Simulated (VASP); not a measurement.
A run of VASP 6.6.1 is set up as follows.

Contents of run.py:

```python
from ase.calculators.vasp import Vasp
from ase.dft.bandgap import bandgap
from ase.io import read

atoms = read('Sc.cif')
calc = Vasp(
    directory='calc',
    xc='pbe',
    pp='PBE',
    setups='recommended',
    pp_version='54',
    prec='Accurate',
    encut=520,
    ediff=1e-06,
    ismear=0,
    sigma=0.02,
    lreal=False,
    lasph=True,
    nelm=80,
    algo='Fast',
    isif=2,
    lwave=False,
    lcharg=True,
    lelf=True,
    lvhar=True,
    kpts=[10, 10, 10],
    gamma=True,
)
atoms.calc = calc

print('energy (eV):', atoms.get_potential_energy())
print('free energy (eV):', atoms.get_potential_energy(force_consistent=True))
print('forces (eV/A):')
print(atoms.get_forces())
print('stress (eV/A^3, Voigt):', atoms.get_stress())
print('Fermi level (eV):', calc.get_fermi_level())
gap, top, bottom = bandgap(calc)
print('band gap (eV):', gap, 'from (spin, k, band)', top, 'to', bottom)
```

File Sc.cif:

```cif
data_Sc
_cell_length_a 3.19612265
_cell_length_b 3.19612265
_cell_length_c 3.19612265
_cell_angle_alpha 60.00000000
_cell_angle_beta 60.00000000
_cell_angle_gamma 60.00000000
_space_group_name_H-M_alt 'P1'
_space_group_name_Hall 'P 1'
_space_group_IT_number 1
loop_
_space_group_symop_operation_xyz
'x,y,z'
loop_
_atom_site_label
_atom_site_type_symbol
_atom_site_symmetry_multiplicity
_atom_site_Wyckoff_symbol
_atom_site_fract_x
_atom_site_fract_y
_atom_site_fract_z
_atom_site_occupancy
Sc1 Sc 1 a 0.0000000000 0.0000000000 0.0000000000 1
```

Potentials or basis: VASP PAW PBE potentials, release 54 (Sc_sv).

Command:

```bash
$ python run.py
```

(1) What does it give for the band gap on the k mesh?

(2) Predict the pressure.

## Answers

(1) none (metal or under the smearing width).

(2) 3.8 GPa.
